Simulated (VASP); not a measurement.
The system is MnO2.

```
CELL_PARAMETERS angstrom
2.85496 0.00000 0.00000
-1.42748 2.47246 0.00000
0.00000 0.00000 10.22174
ATOMIC_POSITIONS crystal
Mn 0.00000 0.00000 0.50000
Mn 0.00000 0.00000 0.00000
O 0.66667 0.33333 0.40686
O 0.66667 0.33333 0.09314
O 0.33333 0.66667 0.59314
O 0.33333 0.66667 0.90686
```

Measurements of this composition are mostly on another form, of space group No. 136.

Base run:

| Quantity | Value |
| --- | --- |
| Program | VASP 6.6.1 |
| Functional | PBE |
| Potentials or basis | VASP PAW PBE potentials, release 64 (Mn_pv, O) |
| Cutoff | 520 eV |
| k mesh | 11 × 11 × 3 |
| Occupations | fermi-dirac, width 0.05 eV |
| Spin | collinear spin, ferromagnetic start |
| Starting moments | [4.0, 4.0, 0.0, 0.0, 0.0, 0.0] μB |

Its results: band gap on the k mesh 0.88 eV, indirect (least direct gap 0.92 eV); pressure 4.7 GPa; net moment 6.00 μB per cell; site moments Mn +2.83; O +0.04 μB; largest force 0.312 eV/Å.

**Question.** The run is repeated on the same cell with these changes: functional from PBE to PBEsol. What comes out?

**Answer.** Band gap on the k mesh 0.77 eV, indirect (least direct gap 0.81 eV); pressure -1.5 GPa; net moment 6.00 μB per cell; site moments Mn +2.84; O +0.04 μB; largest force 0.108 eV/Å.

PBEsol binds more tightly than PBE, so the same cell stands under less pressure.

Caveats: an odd mesh through Γ misses points on the zone boundary, where band edges often lie; only a ferromagnetic start was run, and an antiferromagnetic order may lie lower in energy; the PAW data sets were made with another functional, which shifts forces and pressure a little (some runs).
